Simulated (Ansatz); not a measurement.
# MgTe: the cost of one run

Program: Ansatz 0.2.0. Level of theory: DFT LDA, frozen-core PAW, scalar-relativistic unless said. These are calculated values, not measurements.

2 further runs of the same task are left out: 2 set aside as unsound or not needed.

## 1. The system as given

Symmetry: P6_3mc, No. 186, hexagonal system. Conventional cell: a = 4.520 Å, b = 4.520 Å, c = 7.330 Å, α = 90.00°, β = 90.00°, γ = 120.00°. Mg (site symmetry 3m) has 4 Te at 2.74 to 2.82 Å as nearest neighbours. Te (site symmetry 3m) is surrounded by 4 Mg at 2.74 to 2.82 Å.

Coordinates:

```cif
data_structure
_symmetry_space_group_name_H-M 'P 1'
_symmetry_Int_Tables_number 1
_cell_length_a 4.5200
_cell_length_b 4.5200
_cell_length_c 7.3300
_cell_angle_alpha 90.000
_cell_angle_beta 90.000
_cell_angle_gamma 120.000
_cell_volume 129.69
loop_
_atom_site_label
_atom_site_type_symbol
_atom_site_fract_x
_atom_site_fract_y
_atom_site_fract_z
_atom_site_occupancy
Mg1 Mg 0.33333 0.66667 0.00000 1
Mg2 Mg 0.66667 0.33333 0.50000 1
Te1 Te 0.33333 0.66667 0.38500 1
Te2 Te 0.66667 0.33333 0.88500 1
```

Cartesian axes are those of the input's lattice vectors. The structure goes back to a database entry.

## 2. Cell and atoms relaxed, PAW

input.yaml reads:

```yaml
crystal:
  lattice:
    - [4.52, 0.0, 0.0]
    - [-2.26, 3.9144348251, 0.0]
    - [0.0, 0.0, 7.33]
  atoms:
    - { symbol: Mg, position: [0.333333333333, 0.666666666667, 0.0] }
    - { symbol: Mg, position: [0.666666666667, 0.333333333333, 0.5] }
    - { symbol: Te, position: [0.333333333333, 0.666666666667, 0.385] }
    - { symbol: Te, position: [0.666666666667, 0.333333333333, 0.885] }
kpoints:
  mp_grid: { grid: [8, 8, 4] }
scf:
  occupations: { method: fermi_dirac, width: 0.1 }
hamiltonian:
  xc: lda
  pseudopotentials: { kind: paw }
relax:
  f_tol: 0.002
  max_steps: 80
  cell: {}
output:
  forces: true
  stress: true
  write_density: true
  write_potential: true
  elf: true
  volumetric_format: npy
```

Launch:

```sh
$ ansatz run input.yaml --threads 1 --pin off --max-ram 3072MiB --backend cpu --events-out ev --progress --plain --runs-dir out
```

Q: Estimate wall time and peak memory on 1 thread of AMD EPYC 7R43 (Zen 3), shared host.

About 47 s, with a peak of 0.45 GiB.
